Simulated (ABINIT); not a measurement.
Runs of ABINIT 10.8.3 (patched build) on AgCl (Chlorargyrite). The structure is cubic, space group Fm-3m (No. 225). Conventional cell: a = 5.470 Å, b = 5.470 Å, c = 5.470 Å, α = 90.00°, β = 90.00°, γ = 90.00°. Ag (site symmetry m-3m) is surrounded by 6 Cl at 2.73 Å. Cl (site symmetry m-3m) has 6 Ag at 2.73 Å as nearest neighbours. 

```tsv
task	level	potentials or basis	k mesh	cutoff (eV)	smearing	most SCF steps	fine-grid cutoff	gap on the mesh (eV)	pressure (GPa)	V0 of scaled cells (Å³/atom)	B0 (GPa)
single point	HSE06	SPMS NC PBE v1.0	6 × 6 × 6	599	fixed	60	-	2.20	(c)	-	-
band structure	r2SCAN	JTH PAW PBE v2.0	8 × 8 × 8	816	fermi-dirac 0.05 eV	-	1414.99 eV	1.41	-	-	-
equation of state	PBEsol	PseudoDojo NC SR PBEsol v0.4.1 standard	8 × 8 × 8	1116	fermi-dirac 0.05 eV	-	-	-	-	(a)	57
equation of state	r2SCAN	JTH PAW PBE v2.0	8 × 8 × 8	816	fermi-dirac 0.05 eV	-	1414.99 eV	-	-	21.35	49
single point	PBE	PseudoDojo NC SR PBE v0.4.1 standard	6 × 6 × 6	1088	fermi-dirac 0.05 eV	-	-	0.91	(b)	-	-
```

Alike in all rows: no spin polarisation; cell as given.

Problem. Fill in the values left out.

Solution. (a) 20.21; (b) 3.8; (c) 3.2.

Caveats: the PAW data sets were made with another functional, which shifts forces and pressure a little (some runs); pressures at fixed basis lie under the slope of the energies (some runs); Libxc's HSE differs a little from that of other programs (some runs); the potentials were made for another functional, which shifts forces and pressure (some runs).

A k mesh can miss the band edges, and the runs leave out spin-orbit coupling on Ag.

Not every run made on this cell is shown here.
